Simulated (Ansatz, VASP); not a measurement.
# Re in VASP and in Ansatz

Contents of INCAR:

```
SYSTEM = Re
PREC = Accurate ; ENCUT = 520
EDIFF = 1E-6 ; ISMEAR = -1
SIGMA = 0.1 ; LREAL = .FALSE.
LASPH = .TRUE. ; NELM = 60
ALGO = Normal ; ISIF = 2
LWAVE = .FALSE. ; LCHARG = .FALSE.
GGA = RE ; NBANDS = 10
```

KPOINTS

```
Automatic mesh
0
G
  14 14 14
  0 0 0
```

POSCAR

```
Re
1.0
    2.6554131327      0.0000000000      0.0000000000
    0.0000000000      2.6554131327      0.0000000000
    0.0000000000      0.0000000000      2.6554131327
Re
1
Direct
    0.0000000000      0.0000000000      0.0000000000
```

Input for Ansatz:

```yaml
crystal:
  lattice:
    - [2.6554131327, 0.0, 0.0]
    - [0.0, 2.6554131327, 0.0]
    - [0.0, 0.0, 2.6554131327]
  atoms:
    - { symbol: Re, position: [0.0, 0.0, 0.0] }
hamiltonian:
  xc: revpbe
  pseudopotentials:
    kind: paw
    azcp:
      Re: "pseudopotentials/Re.paw.azcp"
basis:
  ecutwfc: 420
  fft_grid_basis: typed
kpoints:
  mp_grid: { grid: [14, 14, 14], shift: [0, 0, 0] }
magnetization:
  spin_polarized: false
scf:
  occupations: { method: fermi_dirac, width: 0.1 }
  lower_state_search: "off"
output:
  stress: true
  write_density: true
  write_potential: true
  elf: true
  volumetric_format: npy
```

Alike in both runs: task single point; functional revPBE; k mesh 14 × 14 × 14; occupations fermi-dirac, width 0.1 eV; no spin polarisation.

|  | VASP | Ansatz |
| --- | --- | --- |
| version | VASP 6.6.1 | Ansatz 0.2.0 |
| potentials or method | VASP PAW PBE potentials, release 64 (Re) | plane waves (420 eV) with PAW, scalar-relativistic |
| plane-wave cutoff (eV) | 520 | 420 |
| valence electrons in the cell | 7 | 15 |

Ansatz gave:

| Property | Result |
| --- | --- |
| pressure (GPa) | -16.8 |

Problem. Estimate VASP's values.

Solution. Pressure (GPa): -17.8.

The two sets of potentials don't hold the same shells in valence.

Caveats: so large a pressure means that the cell lies far from this level's equilibrium, or that cutoff or potentials fall short (VASP); the potentials were made for another functional, which shifts forces and pressure (VASP). Spin-orbit coupling is left out, which matters for the levels of Re.
